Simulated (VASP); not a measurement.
A run of VASP 6.6.1 is set up as follows.

File INCAR:

```
SYSTEM = Te2Pt
PREC = Accurate
ENCUT = 600
EDIFF = 1E-7
ISMEAR = 1
SIGMA = 0.1
LREAL = .FALSE.
LASPH = .TRUE.
NELM = 80
ALGO = Normal
ISIF = 3
LWAVE = .FALSE.
LCHARG = .FALSE.
METAGGA = R2SCAN
LMIXTAU = .TRUE.
LUSE_VDW = .TRUE.
IVDW_NL = 2
BPARAM = 11.95
CPARAM = 0.0093
IBRION = 2
NSW = 90
EDIFFG = -0.005
```

KPOINTS

```
Automatic mesh
0
G
  12 12 7
  0 0 0
```

POSCAR

```
Te2Pt                                   
1.0
    4.0462731224     -0.0000000000      0.0000000000
   -2.0231365612      3.5041753146     -0.0000000000
   -0.0000000000     -0.0000000000      5.2858831524
  Te              Pt            
     2     1
Direct
     0.3333333332999970    0.6666666667000030    0.2579778385308335
     0.6666666667000030    0.3333333332999970    0.7420221614691666
     0.0000000000000000    0.0000000000000000    0.0000000000000000
```

Potentials or basis: VASP PAW PBE potentials, release 64 (Te, Pt).

Launch:

```console
$ cat potpaw_PBE.64/Te/POTCAR potpaw_PBE.64/Pt/POTCAR > POTCAR
$ mpirun -np 1 vasp_std > vasp.out
```

(1) Predict the band gap on the k mesh.

Answers

(1) none (metal or under the smearing width).

Caveat: the relaxation stopped at its first step, so nothing moved.
